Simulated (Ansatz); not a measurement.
Take SrF₂ in the fluorite structure (space group Fm-3m, No. 225) as the base.

```
SrF2
1.0
    0.00000     2.89532     2.89532
    2.89532     0.00000     2.89532
    2.89532     2.89532     0.00000
Sr F
1 2
Direct
  0.00000   0.00000   0.00000
  0.25000   0.25000   0.25000
  0.75000   0.75000   0.75000
```

Cartesian axes are those of the cell as printed.

All numbers come from Ansatz (a first-principles code), r2SCAN, PAW, cutoff 500 eV, no spin-orbit coupling.

Free-standing slabs (3 atom(s) a layer) normal to [111] with 15 Å of vacuum; in-plane cell held at bulk.

One change was made to it. Results:

| quantity | base | after |
|---|---|---|
| smallest direct gap | 7.70 eV | 7.32 eV |
| gap character | – | indirect, M → Γ |
| band gap | 7.60 eV | 7.25 eV |

**Question.** What was done to the base?
(A) 2 layers
(B) 4 layers
(C) 1 layer

**Answer.** B, 4 layers. For comparison, the band gap in the other runs: 1 layer gives 6.86 eV; 2 layers gives 7.17 eV.

Whether these cells are dynamically stable was not tested. Labels are those of the standard path for the cell's own space group.
